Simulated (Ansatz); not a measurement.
# ZnO: the cost of one run

Computed with Ansatz 0.2.0 through its Python package. Level of theory: DFT r2SCAN, plane waves, PAW.

**1. The structure**

The structure is tetragonal, space group P4_2/mnm (No. 136). Conventional cell: a = 5.518 Å, b = 5.518 Å, c = 3.259 Å, α = 90.00°, β = 90.00°, γ = 90.00°. Zn (site symmetry m2m) is surrounded by 4 O at 1.94 to 2.01 Å. O (site symmetry m2m) is surrounded by 4 Zn at 1.94 to 2.01 Å.

Input file POSCAR_zno:

```text
ZnO
1.0
   5.51757007    0.00000000    0.00000000
   0.00000000    5.51757007    0.00000000
   0.00000000    0.00000000    3.25877877
Zn O
4 4
Direct
   0.18197284    0.18197284    0.50000000
   0.81802716    0.81802716    0.50000000
   0.68197284    0.31802716    0.00000000
   0.31802716    0.68197284    0.00000000
   0.81724723    0.18275277    0.50000000
   0.18275277    0.81724723    0.50000000
   0.68275277    0.68275277    0.00000000
   0.31724723    0.31724723    0.00000000
```

**2. Script**

The input, pdos.py:

```python
# -*- coding: utf-8 -*-
"""Projected density of states of ZnO."""

import logging
import sys
import warnings

import ansatz as az
from ase.io import read
import numpy as np

logging.basicConfig(stream=sys.stdout, format="[%(levelname)s] %(message)s")
log = logging.getLogger("zno")
log.setLevel(logging.INFO)


def main():
    warnings.simplefilter("ignore", az.DeckWarning)

    atoms = read("POSCAR_zno", format="vasp")
    zno = az.Crystal.from_ase(atoms)

    base = (
        zno.calculation()
        .occupations("fixed")
        .functional("r2scan")
        .scf(tolerance=1e-07, self_checks="low")
        .basis(47 * az.Ry)
        .kpoints(spacing=0.36)
        .scf(extra_bands=22)
        .density_of_states(projected=True, method="smearing", broadening_width=0.15, energy_step=0.1)
    )
    with warnings.catch_warnings(record=True) as caught:
        warnings.simplefilter("always")
        outcome = base.run(threads=1)
    print("warnings raised:", sorted(w.category.__name__ for w in caught) or "none")
    rep = outcome.report

    dos = outcome.density_of_states()
    energy = np.asarray(dos.energies_ev) - dos.fermi_ev
    curves = {}
    for site in outcome.projected_density_of_states().sites:
        for shell in site.shells:
            weight = sum(np.sum(curve.g_bin_mean_per_ev, axis=0) for curve in shell.curves)
            name = f"{site.species} {shell.label}"
            curves[name] = curves.get(name, 0) + weight

    step = energy[1] - energy[0]
    windows = [(-6, -3), (-3, 0), (0, 4)]
    print("states by shell in windows of E - E_F (eV):", windows)
    for name, g in curves.items():
        print(f"{name:8s}", " ".join(f"{step * g[(energy >= a) & (energy < b)].sum():8.3f}" for a, b in windows))
    filled = (energy < 0) & (energy > -6)
    for name, g in curves.items():
        if g[filled].sum() * step > 0.5:
            log.info(f"centre of {name}: {np.average(energy[filled], weights=g[filled]):.2f} eV")


if __name__ == "__main__":
    main()
```

**3. The input behind the calls**

The package turns the script's settings into the engine's input:

```yaml
crystal:
  lattice:
    - [5.51757007, 0.0, 0.0]
    - [0.0, 5.51757007, 0.0]
    - [0.0, 0.0, 3.25877877]
  atoms:
    - { symbol: Zn, position: [0.18197284, 0.18197284, 0.5] }
    - { symbol: Zn, position: [0.81802716, 0.81802716, 0.5] }
    - { symbol: Zn, position: [0.68197284, 0.31802716, 0.0] }
    - { symbol: Zn, position: [0.31802716, 0.68197284, 0.0] }
    - { symbol: O, position: [0.8172472300000001, 0.18275277000000004, 0.5] }
    - { symbol: O, position: [0.18275277000000004, 0.8172472300000001, 0.5] }
    - { symbol: O, position: [0.68275277, 0.68275277, 0.0] }
    - { symbol: O, position: [0.31724723, 0.31724723, 0.0] }
basis:
  ecutwfc: 639.467576780718
kpoints:
  mp_grid:
    kspacing: 0.36
hamiltonian:
  xc: r2scan
scf:
  n_extra_bands: 22
  self_checks: low
  convergence:
    dr2_threshold: 1.0e-07
  occupations:
    method: fixed
output:
  dos:
    de: 0.1
    method:
      smearing:
        sigma: 0.15
    projected: true
```

**4. Launch**

On the command line:

```console
$ python pdos.py
```

Q: Estimate wall time and peak memory on 1 thread of Arm Neoverse V2, shared host.

About 32 s, with a peak of 0.79 GiB.
